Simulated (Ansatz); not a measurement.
The first iterations of a band of a periodic cell of 29 atoms, HfSi₂₀H₈ (surface Si(100)-2x1, underside capped with H, adsorbate Hf).

Method: DFT LDA, scalar-relativistic, plane waves, PAW (Ansatz). Settings: PAW set soft_1, cutoff 420 eV, k mesh 2x2x1, fermi-dirac smearing 0.02 eV, no spin polarisation.

```json
{
 "movable images": "3",
 "climbing image": "yes",
 "spring": "5.0 eV/Å²",
 "optimiser": "quadratic models (default)",
 "start path": "straight line",
 "force threshold": "0.05 eV/Å",
 "iteration limit": "49",
 "end points": "relaxed",
 "atoms held": "1 to 12"
}
```

Initial state:

```xyz
29
Lattice="7.6792 0.0000 0.0000 0.0000 7.6792 0.0000 0.0000 0.0000 18.2555" Properties=species:S:1:pos:R:3
H 3.144 0.000 1.000
H 0.696 0.000 1.000
H 6.983 0.000 1.000
H 4.535 0.000 1.000
H 3.144 3.840 1.000
H 0.696 3.840 1.000
H 6.983 3.840 1.000
H 4.535 3.840 1.000
Si 1.920 0.000 1.865
Si 5.759 0.000 1.865
Si 1.920 3.840 1.865
Si 5.759 3.840 1.865
Si 1.997 1.928 3.129
Si 5.683 1.920 3.114
Si 1.969 5.762 3.261
Si 5.717 5.744 3.256
Si -0.012 2.106 4.226
Si 3.846 1.865 4.537
Si 0.000 5.792 4.543
Si 3.851 5.712 4.733
Si -0.020 0.297 5.577
Si 3.878 0.038 6.019
Si 0.056 3.734 5.851
Si 4.008 3.690 6.022
Si 1.784 0.279 7.214
Si 5.891 0.615 7.235
Si 1.986 2.609 6.594
Si 5.943 3.331 7.381
Hf 7.374 6.104 7.244
```

Final state:

Only the atoms that move by more than 0.05 Å are listed.
```
Si22 3.803 0.042 6.020
Si23 -0.060 3.739 5.850
Si24 3.668 3.696 6.023
Si25 1.790 0.615 7.239
Si26 5.896 0.279 7.215
Si27 1.733 3.334 7.380
Si28 5.689 2.612 6.594
Hf29 7.978 6.104 7.242
```

| iteration | highest image above the first end (eV) | largest band force component (eV/Å) |
| --- | --- | --- |
| 1 | 0.344 | 0.471 |
| 2 | 0.254 | 0.268 |

Task: Does the band converge within its limit, and where does its top end?

Result: The forces met the threshold. It ended after 7 iterations with the highest image 0.154 eV above the first end. By the program's own check the climbing image is of a kind that is not told: the force calls were inconclusive, a negative curvature could not be distinguished from the path's own, the only one lies far off the path, or fixed occupations may fill a level only in part (lowest curvatures found: -0.14 and 0.27 eV/Å²). Limits of this set-up: coarse k mesh, thin slab, slab without dipole correction, PAW files made for another functional.

Run time: 10 min on 2 threads of Arm Neoverse V2, with other jobs on the host, peak memory 2.3 GiB.
